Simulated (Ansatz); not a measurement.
# Cobalt, diamond under m-r²SCAN: ground state and equation of state

Aim: take cobalt in the diamond structure, relax it, solve it on a dense k-mesh, then scale the cell to 7 volumes from 88 to 112 % of the relaxed one and try a fit of the equation of state. The start is ferromagnetic. The k-meshes are 11×11×11 for the relaxation; 18×18×18 for the dense run; 13×13×13 for the volumes.

This is Co in the diamond structure; at room conditions it is hcp.

Method: DFT m-r2SCAN, plane waves (500 eV) with PAW, scalar-relativistic; PAW files made under PBE, frozen cores solved again for the functional; m-r²SCAN is r²SCAN on the gauge-invariant kinetic-energy density, in Ansatz 0.2.0.

### Step 1. The system as given

It takes space group Fd-3m (No. 227, cubic). The conventional cell has a = 4.927 Å, b = 4.927 Å, c = 4.927 Å, α = 90.00°, β = 90.00°, γ = 90.00°. Co (site symmetry -43m) has 4 Co at 2.13 Å as nearest neighbours.

Coordinates:

```cif
data_structure
_symmetry_space_group_name_H-M 'P 1'
_symmetry_Int_Tables_number 1
_cell_length_a 3.4838
_cell_length_b 3.4838
_cell_length_c 3.4838
_cell_angle_alpha 60.000
_cell_angle_beta 60.000
_cell_angle_gamma 60.000
_cell_volume 29.90
loop_
_atom_site_label
_atom_site_type_symbol
_atom_site_fract_x
_atom_site_fract_y
_atom_site_fract_z
_atom_site_occupancy
Co1 Co 0.12500 0.12500 0.12500 1
Co2 Co 0.87500 0.87500 0.87500 1
```

The atoms start with moments of +1.7 ×2 μB.

### Step 2. Geometry optimisation

Input file input.yaml:

```yaml
crystal:
  lattice:
    - [0.0, 2.4634331982, 2.4634331982]
    - [2.4634331982, 0.0, 2.4634331982]
    - [2.4634331982, 2.4634331982, 0.0]
  atoms:
    - { symbol: Co, position: [0.125, 0.125, 0.125], spin: 1.7 }
    - { symbol: Co, position: [0.875, 0.875, 0.875], spin: 1.7 }
hamiltonian:
  xc: mr2scan
  pseudopotentials:
    kind: paw
    azcp:
      Co: "pseudopotentials/Co.paw.azcp"
basis:
  ecutwfc: 500
  fft_grid_basis: typed
kpoints:
  mp_grid: { grid: [11, 11, 11], shift: [0, 0, 0] }
magnetization:
  spin_polarized: true
scf:
  occupations: { method: fermi_dirac, width: 0.05 }
relax:
  max_steps: 60
  f_tol: 0.01
  cell: {}
output:
  write_density: true
  write_potential: true
  elf: true
  volumetric_format: npy
```

Standard output:

```text
Warning: RAYON_NUM_THREADS=2 ignored (pool sized by the plan → 2); use --threads N
Engine: ansatz 0.2.0, x86_64-unknown-linux-gnu
Pseudopotentials: kind: paw
Pseudopotential: Co, paw, valence charge 17, recommended cutoff 500 eV (meta_gga), <dir>
Functional definition: m-r2SCAN
  exchange = m_r2scan_x
  correlation = m_r2scan_c
Crystal: 2 atoms, lattice volume = 29.899 Å³
Basis set: ecut = 500 eV, 749 PW (Γ), exchange–correlation on 108×108×108 points (64 copies of the dense FFT grid, shifted against one another)
Bands: 23, of which v1, the nominal top of the filled ones, is band 17 counted from 1 (16 counted from 0)
Symmetry: 48 space group operations
Space group: Fd-3m (ITA 227), of the structure as read, at distance tolerance 3.1e-5 Å
Magnetic group: BNS 227.128 (UNI 1630), of the structure as read, at distance tolerance 3.1e-5 Å
k-points: 56 of 1331
Non-local potential: Co, projectors of the file, l = 0: 3, l = 1: 2, l = 2: 3, l = 3: 1
PAW form: soft (Blöchl's): semilocal exchange-correlation on the pseudo side does not see the compensation charge
PAW frozen core: Co, regenerated for the run's functional (the file was generated under x = pbe(κ = 0.804, μ = 0.2195149727645171), c = pbe(β = 0.06672455060314922))
PAW one-centre angular grid: Co, 590 points (default); XC on 160 Gauss nodes
Initial density: superposition of atomic densities (chi_scale 0.1, normalization cell)
Starting moments: Σ|m| = 3.4 μB on 2 of 2 sites
Initial wavefunctions: pseudopotential atomic-orbital guess
Functional: x = mr2scan, c = mr2scan; τ floored in thin density (d = 2e-4 eV/Å³)
iter 1 solved again at ethr=8.81e-4 eV; its pass at ethr=3.10e-3 eV (dr2=2.99e-1 eV) is discarded
SCF iter   1: F=—  HF=-10257.170398 eV  |F-HF|=—  |Δ(HF+E_count)|=         —  Δρ=3.92e-2 (↑1.27e-2 ↓3.92e-2)  dr2=3.22e-1  dr2_τ=8.83e-3  dr2_m=8.17e-2  M=3.228 μB ∫|m|=3.251 μB  β_m=1.00  ethr=8.81e-4  ⟨swp⟩=3.0  Hψ=15363  notcnv=0
Mixer restart at iter 1: flushing history
eigensolver tolerance schedule calibrated: the retry pair's looser diagonalisation under-reported the residual by θ = 0.07 (0.13/decade); ethr = c·dr2/N_el runs at the constant in force after the calibration composes with the one it found (an armed cap, an earlier calibration), c = 6.0e-2
preconditioner: auto → Kerker (q_TF=auto, 2.787 Å⁻¹)  [metal: Δε(μ)=0.010 eV  Ē_g=7.494 eV  σ=0.050 eV  W_gap=0.05  n_scr=14 (ndim 8)  ℏωp=28.8 eV  f_vac=0.000  D(μ)=3.99/eV (n_scr^D=58)]
spin=Collinear: Kerker preconditioning applied to the charge; magnetization (m = ρ↑ − ρ↓) channel mixes plain (no charge-response kernel on spin).
SCF iter   2: F=—  HF=-10257.583497 eV  |F-HF|=—  |Δ(HF+E_count)|=   4.13e-1  Δρ=2.35e-2 (↑2.35e-2 ↓1.51e-2)  dr2=3.37e-1  dr2_τ=3.78e-3  dr2_m=1.91e-2  M=3.245 μB ∫|m|=3.311 μB  β_m=1.00  ethr=5.66e-4  ⟨swp⟩=4.1  Hψ=6107  notcnv=0  defer=4  κ⁻¹=1.0e0(r=1)
SCF iter   3: F=—  HF=-10258.077788 eV  |F-HF|=—  |Δ(HF+E_count)|=   4.94e-1  Δρ=2.00e-2 (↑2.00e-2 ↓1.45e-2)  dr2=3.21e-1  dr2_τ=1.61e-3  dr2_m=6.66e-3  M=3.245 μB ∫|m|=3.323 μB  β_m=1.00  ethr=5.66e-4  ⟨swp⟩=2.0  Hψ=4013  notcnv=0  defer=57  κ⁻¹=1.1e-2(r=2)
SCF iter   4: F=—  HF=-10259.170179 eV  |F-HF|=—  |Δ(HF+E_count)|=    1.09e0  Δρ=1.46e-2 (↑1.46e-2 ↓1.17e-2)  dr2=2.51e-1  dr2_τ=8.57e-4  dr2_m=1.46e-3  M=3.234 μB ∫|m|=3.339 μB  β_m=1.00  ethr=5.63e-4  ⟨swp⟩=2.9  Hψ=4742  notcnv=0  defer=58  κ⁻¹=4.7e-3(r=3)
SCF iter   5: F=—  HF=-10259.595062 eV  |F-HF|=—  |Δ(HF+E_count)|=         —  Δρ=7.97e-3 (↑6.92e-3 ↓7.97e-3)  dr2=8.02e-2  dr2_τ=1.22e-3  dr2_m=2.05e-3  M=3.143 μB ∫|m|=3.287 μB  β_m=1.00  ethr=4.41e-4  ⟨swp⟩=3.5  Hψ=5876  notcnv=0  defer=58
Mixer restart at iter 5: flushing history
SCF iter   6: F=—  HF=-10260.081784 eV  |F-HF|=—  |Δ(HF+E_count)|=         —  Δρ=1.24e-1 (↑1.24e-1 ↓1.18e-1)  dr2=6.03e-2  dr2_τ=3.37e-2  dr2_m=4.00e0  M=1.362 μB ∫|m|=1.506 μB  β_m=1.00  ethr=1.41e-4  ⟨swp⟩=2.0  Hψ=3712  notcnv=0  defer=60
Mixer restart at iter 6: flushing history
[... 35 lines left out ...]
[... 22 lines left out ...]
relax step   2: F+E_penalty+E_count = -10259.69976301 eV  Δ(F+E_penalty+E_count) = -2.037e-2 eV  max|allowed force component| = 2.544e-17 eV/Å  Δτ_max = 0.0000 Å  P = -2.664 GPa  Ω = 29.154 Å³  energy of the carried Pulay correction = +6.414e-4 eV  (12 SCF iters, dr2 threshold 2.00e-7 eV, accepted)
[... 58 lines left out ...]
relax step   5: F+E_penalty+E_count = -10259.70406652 eV  Δ(F+E_penalty+E_count) = +9.704e-4 eV  max|allowed force component| = 2.978e-17 eV/Å  Δτ_max = 0.0000 Å  P = -0.043 GPa  Ω = 28.590 Å³  stress off target by 4.33e-2 GPa  SCF on the basis re-selected at this cell (its energy is not comparable with the rows above)  (14 SCF iters)
[... 1 line left out ...]
an SCF from antiferromagnetic starting moments (-1.70, 1.70 Bohr magnetons, atom by atom) was not made, so that it is not known whether that order lies lower: the deck asks for what bars it, or types moments that do (magnetization.spin_polarized, in the input reference, names some of the keys), or the run goes by scf.lower_state_search: light, the default, which as a rule tries one only behind a close that has lost an order of both signs, or on which an open d or half-filled 4f shell of a PAW file has lost a moment that was set nearer to Hund's than to what is left; or, under a Hubbard U, one that names an f shell that the input leaves bare beside given moments, or a larger moment for a shell of low spin that is given one. standard, with a start from the atoms, tries one behind each close (in a relaxation, ahead of its steps or at their end). To set out from that order, type those moments (crystal.atoms[].spin; where shells were raised to Hund's moment, beside crystal.symmetry.detect: false) under scf.lower_state_search: light. The bands of the close that named these starting moments, or of the one ahead of a search that led to it (under cold or Methfessel-Paxton smearing those of the Gaussian ahead of it) read a cost of +25.91 meV for the turn to them, carried on from a small turn (+25.91 by the pairs of d shells alone)
SCF converged after 14 iterations
Stability not checked: this state was not tested for a lower state beside it, because the mixer in use, unlike msr1, does not test its closes by its own steps (another_mixer; see scf.mixing.algorithm and scf.lower_state_search)
Magnetization: 0.6118 μB (17.3059 up, 16.6941 down)
Absolute magnetization: 0.6311 μB (∫|ρ↑−ρ↓|, with the PAW one-centre terms)
Spin contamination: 0.0023 ħ² per cell (⟨S²⟩ above its minimum at these occupations)
Per-site moments (μB) at R_I (Å): [(0.3007552482282494, 0.8669961867607647), (0.3007552482282494, 0.8669961867607647)]
Free energy (F): -10259.704067 eV
Harris-Foulkes:  -10259.704067 eV  (|F-HF|=1.82e-12)
Internal energy: -10259.672544 eV  (E = F + TS)
E sigma→0 (E₀):  -10259.688305 eV
Entropy (-TS):   -0.031522 eV (-15.761 meV/atom)
Fermi energy:    13.062030 eV
--- Per-component energies (eV) ---
  E_band       = -724.152802
  E_kinetic    = 916.495837
  E_local      = -7114.085430  (includes V_loc(G=0)·N_el)
  E_nonlocal   = 918.903746
  E_hartree    = 3007.059293
  E_xc         = -313.860349
  E_vxc        = -457.920312  (∫ρ·V_xc dr)
  E_paw        = -3055.235773  (= ΣΔE_a)
  E_vpaw       = -1031.132963  (= ΣTr[D̂ρ^β])
  E_aug_tail   = 0.000066  (compensation charges beyond the density's cutoff)
  E_vtau       = 29.467809  (kinetic-family band-sum trace: ∫τ·v_τ [+ j·A + Jᵃ·Aᵃ] dr)
  E_ewald      = -4618.359520
  E_core_change = -0.590412  (= ΣΔE_core)
  E_smearing   = -0.031522  (= −TS)
  E_closure    = -0.000000  (closes the sum)
  Σ components = -10259.704067   (vs F -10259.704067, Δ=0.00e0)
--- Forces (eV/Å), atoms counted from 1 ---
  atom   1  Co     0.00000000    -0.00000000    -0.00000000
  atom   2  Co    -0.00000000     0.00000000     0.00000000
  max |Σ_I F_I| component: 9.25e-18 eV/Å
--- Stress (GPa, compression-positive) ---
       -0.043312       0.000000       0.000000
        0.000000      -0.043312       0.000000
       -0.000000       0.000000      -0.043312
  P = ⅓ Tr σ = -0.0433 GPa (-0.433 kbar)
--- Band table (eV; the first three rows and the last of 112) ---
[... band rows left out ...]
--- Relaxed structure (4 steps of the walk, 4 accepted, 1 SCFs on fresh bases) ---
  F+E_penalty+E_count = -10259.70406652 eV   max|allowed force component| = 2.978e-17 eV/Å   (the final SCF, on the basis selected at the relaxed cell)
  cell:  # Å, volume = 28.5902 Å³
    - [3.8215290246716924e-35, 2.4269599118191834, 2.4269599118191834]
    - [2.4269599118191834, -2.675070317270185e-34, 2.4269599118191834]
    - [2.4269599118191834, 2.4269599118191834, -8.407363854277723e-34]
  atoms:
    - { symbol: Co, position: [0.125, 0.125, 0.125] }
    - { symbol: Co, position: [0.8749999999999999, 0.8749999999999999, 0.8749999999999999] }
```

Wall time 26 s (2 threads of an x86-64 CPU, shared host); peak memory 0.55 GiB.

Step by step:

```csv
step,energy change (meV/atom),largest force (eV/Å),pressure (GPa),volume (Å³/atom)
1,0.00,0.0000,-5.73,14.949
2,-10.18,0.0000,-2.66,14.577
3,-12.82,0.0000,0.26,14.268
4,-12.82,0.0000,-0.01,14.295
5,-12.34,0.0000,-0.04,14.295
```

Steps that repeat a cell are solved on a basis chosen anew, so their changes of energy are no gain of the relaxation.

The cell of the run, before and after:

|  | before | after | change |
| --- | --- | --- | --- |
| a (Å) | 3.484 | 3.432 | -1.5 % |
| b (Å) | 3.484 | 3.432 | -1.5 % |
| c (Å) | 3.484 | 3.432 | -1.5 % |
| volume (Å³/atom) | 14.949 | 14.295 | -4.4 % |
| shortest distance (Å) | 2.133 | 2.102 | -1.5 % |
| space group (spins left aside) | Fd-3m | Fd-3m | same |

### Step 3. The energy on a finer k-mesh

Input file input.yaml:

```yaml
crystal:
  lattice:
    - [0.0, 2.4269599118, 2.4269599118]
    - [2.4269599118, 0.0, 2.4269599118]
    - [2.4269599118, 2.4269599118, 0.0]
  atoms:
    - { symbol: Co, position: [0.125, 0.125, 0.125], spin: 0.301 }
    - { symbol: Co, position: [0.875, 0.875, 0.875], spin: 0.301 }
hamiltonian:
  xc: mr2scan
  pseudopotentials:
    kind: paw
    azcp:
      Co: "pseudopotentials/Co.paw.azcp"
basis:
  ecutwfc: 500
  fft_grid_basis: typed
kpoints:
  mp_grid: { grid: [18, 18, 18], shift: [0, 0, 0] }
magnetization:
  spin_polarized: true
scf:
  occupations: { method: fermi_dirac, width: 0.05 }
```

Standard output, cut to the lines that bear on the results:

```text
Warning: RAYON_NUM_THREADS=2 ignored (pool sized by the plan → 2); use --threads N
[...]
Pseudopotentials: kind: paw
Pseudopotential: Co, paw, valence charge 17, recommended cutoff 500 eV (meta_gga), <dir>
Functional definition: m-r2SCAN
[...]
Crystal: 2 atoms, lattice volume = 28.590 Å³
Basis set: ecut = 500 eV, 725 PW (Γ), exchange–correlation on 108×108×108 points (64 copies of the dense FFT grid, shifted against one another)
[...]
SCF converged after 22 iterations
Magnetization: 0.5627 μB (17.2813 up, 16.7187 down)
Absolute magnetization: 0.5766 μB (∫|ρ↑−ρ↓|, with the PAW one-centre terms)
Spin contamination: 0.0022 ħ² per cell (⟨S²⟩ above its minimum at these occupations)
Per-site moments (μB) at R_I (Å): [(0.2751143402998737, 0.8669961867539117), (0.2751143402998738, 0.8669961867539117)]
Free energy (F): -10259.704135 eV
[...]
E sigma→0 (E₀):  -10259.688274 eV
Entropy (-TS):   -0.031721 eV (-15.861 meV/atom)
Fermi energy:    13.053472 eV
[...]
```

It took 31 s on 2 threads of an x86-64 CPU, shared host; peak memory 1.2 GiB.

### Step 4. Equation of state: 88 %

Input file input.yaml:

```yaml
crystal:
  lattice:
    - [0.0, 2.3257167828, 2.3257167828]
    - [2.3257167828, 0.0, 2.3257167828]
    - [2.3257167828, 2.3257167828, 0.0]
  atoms:
    - { symbol: Co, position: [0.125, 0.125, 0.125], spin: 0.275 }
    - { symbol: Co, position: [0.875, 0.875, 0.875], spin: 0.275 }
hamiltonian:
  xc: mr2scan
  pseudopotentials:
    kind: paw
    azcp:
      Co: "pseudopotentials/Co.paw.azcp"
basis:
  ecutwfc: 500
  fft_grid_basis: typed
kpoints:
  mp_grid: { grid: [13, 13, 13], shift: [0, 0, 0] }
magnetization:
  spin_polarized: true
scf:
  occupations: { method: fermi_dirac, width: 0.05 }
  lower_state_search: "off"
output:
  stress: true
```

Standard output, cut to the lines that bear on the results:

```text
Warning: RAYON_NUM_THREADS=2 ignored (pool sized by the plan → 2); use --threads N
[...]
Pseudopotentials: kind: paw
Pseudopotential: Co, paw, valence charge 17, recommended cutoff 500 eV (meta_gga), <dir>
Functional definition: m-r2SCAN
[...]
Crystal: 2 atoms, lattice volume = 25.159 Å³
Basis set: ecut = 500 eV, 609 PW (Γ), exchange–correlation on 96×96×96 points (64 copies of the dense FFT grid, shifted against one another)
Bands: 22, of which v1, the nominal top of the filled ones, is band 17 counted from 1 (16 counted from 0)
Symmetry: 48 space group operations
[...]
WARN: the starting moments were not kept: the SCF closed with an absolute magnetisation of 5.8e-5 μB, where they sum to 0.55 μB in size (2 sites). That is at most 0.1 of that sum. Measured as dr2_m measures the in/out step, that magnetisation stands 4.1e-9 eV from none, at or under the [...]
Magnetization: 0.0000 μB (17.0000 up, 17.0000 down)
Absolute magnetization: 0.0001 μB (∫|ρ↑−ρ↓|, with the PAW one-centre terms)
Spin contamination: 0.0000 ħ² per cell (⟨S²⟩ above its minimum at these occupations)
Per-site moments (μB) at R_I (Å): [(2.6272912096145632e-5, 0.8308285490639538), (2.627291209630626e-5, 0.8308285490639538)]
Free energy (F): -10259.471613 eV
[...]
E sigma→0 (E₀):  -10259.457294 eV
Entropy (-TS):   -0.028639 eV (-14.319 meV/atom)
Fermi energy:    15.555161 eV
[...]
--- Stress (GPa, compression-positive) ---
       24.910134       0.000000       0.000000
        0.000000      24.910134       0.000000
       -0.000000      -0.000000      24.910134
  P = ⅓ Tr σ = 24.9101 GPa (249.101 kbar)
```

Wall time 7.8 s (2 threads of an x86-64 CPU, shared host); peak memory 0.5 GiB.

### Step 5. Equation of state: 92 %

Edit input.yaml of step 4 so:

```diff
@@ -2,5 +2,5 @@
   lattice:
-    - [0.0, 2.3257167828, 2.3257167828]
-    - [2.3257167828, 0.0, 2.3257167828]
-    - [2.3257167828, 2.3257167828, 0.0]
+    - [0.0, 2.3604340919, 2.3604340919]
+    - [2.3604340919, 0.0, 2.3604340919]
+    - [2.3604340919, 2.3604340919, 0.0]
   atoms:
```

Standard output, cut to the lines that bear on the results:

```text
Warning: RAYON_NUM_THREADS=2 ignored (pool sized by the plan → 2); use --threads N
[...]
Pseudopotentials: kind: paw
Pseudopotential: Co, paw, valence charge 17, recommended cutoff 500 eV (meta_gga), <dir>
Functional definition: m-r2SCAN
[...]
Crystal: 2 atoms, lattice volume = 26.303 Å³
Basis set: ecut = 500 eV, 645 PW (Γ), exchange–correlation on 100×100×100 points (64 copies of the dense FFT grid, shifted against one another)
Bands: 22, of which v1, the nominal top of the filled ones, is band 17 counted from 1 (16 counted from 0)
Symmetry: 48 space group operations
[...]
WARN: the starting moments were not kept: the SCF closed with an absolute magnetisation of 7.7e-5 μB, where they sum to 0.55 μB in size (2 sites). That is at most 0.1 of that sum. Measured as dr2_m measures the in/out step, that magnetisation stands 8.0e-9 eV from none, at or under the [...]
Magnetization: -0.0001 μB (17.0000 up, 17.0000 down)
Absolute magnetization: 0.0001 μB (∫|ρ↑−ρ↓|, with the PAW one-centre terms)
Spin contamination: 0.0000 ħ² per cell (⟨S²⟩ above its minimum at these occupations)
Per-site moments (μB) at R_I (Å): [(-3.6854903803438655e-5, 0.8432308036120042), (-3.6854903803238816e-5, 0.8432308036120042)]
Free energy (F): -10259.610697 eV
[...]
E sigma→0 (E₀):  -10259.595422 eV
Entropy (-TS):   -0.030551 eV (-15.275 meV/atom)
Fermi energy:    14.652178 eV
[...]
--- Stress (GPa, compression-positive) ---
       14.449576      -0.000000      -0.000000
        0.000000      14.449576      -0.000000
       -0.000000       0.000000      14.449576
  P = ⅓ Tr σ = 14.4496 GPa (144.496 kbar)
```

Wall time 11 s (2 threads of an x86-64 CPU, shared host); peak memory 0.52 GiB.

(Part 1 of 3 ends here.)
